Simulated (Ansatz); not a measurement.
CuCl (F-43m) from a database structure, relaxed with r2SCAN, was run in Ansatz under altered settings. All numbers are computed, without spin polarisation but where a row says otherwise.

```
Cu Cl
1.0
     1.89422    1.09363    3.09296
    -1.89422    1.09363    3.09296
     0.00000   -2.18726    3.09296
Cu Cl
1 1
Direct
  0.99149 0.99149 0.99149
  0.24151 0.24151 0.24151
```

The base run's other keys:
```yaml
kpoints:
  mp_grid: { grid: [4, 4, 4] }
hamiltonian:
  xc: hse06
scf:
  occupations: { method: fixed }
  n_extra_bands: 4
```

It takes 16 iterations with 749 plane waves at 420 eV and 13 k points, and leaves a mean stress of +2.73 GPa. The gap over this mesh is 2.418 eV. It ran on 4 threads of Intel(R) Xeon(R) Platinum 8375C CPU @ 2.90GHz (Ice Lake), with other jobs on the host.

Outcomes, with energy and stress as changes against the base:
```csv
setting,outcome,ΔF (meV/atom),Δ mean stress (GPa),gap on the mesh (eV),iterations,wall time
"PBE hybrid, exx coeff 0.1, omega 0.5 1/Å",converged,–,-0.3,1.054,12,6.8 s
"PBE hybrid, exx coeff 0.3, omega 0.3 1/Å",converged,–,+0.2,2.496,18,7.8 s
hamiltonian.xc: hf,converged,–,+10.7,11.108,29,10 s
```
A dash marks a value that wasn't obtained or can't be compared. Stress is positive in compression. The base took 7.5 s.

- PBE hybrid, exx coeff 0.1, omega 0.5 1/Å. That is 10 % exact exchange, screened with ω = 0.5 1/Å, against HSE06's 25 % screened at 0.208 1/Å. The mean stress moves by -0.3 GPa and the gap on the mesh by -1.364 eV (to 1.054). Totals of different functionals aren't comparable.
- PBE hybrid, exx coeff 0.3, omega 0.3 1/Å. That is 30 % exact exchange, screened with ω = 0.3 1/Å, against HSE06's 25 % screened at 0.208 1/Å. The mean stress moves by +0.2 GPa and the gap on the mesh by +0.079 eV (to 2.496). Totals of different functionals aren't comparable.
- hamiltonian.xc: hf. The mean stress moves by +10.7 GPa and the gap on the mesh by +8.691 eV (to 11.108). It's another functional on the same cell, so totals aren't comparable.

The stress of a hybrid is loosely converged in these runs.

The meshes of the hybrids are coarse, so their gaps aren't converged to the digits shown.
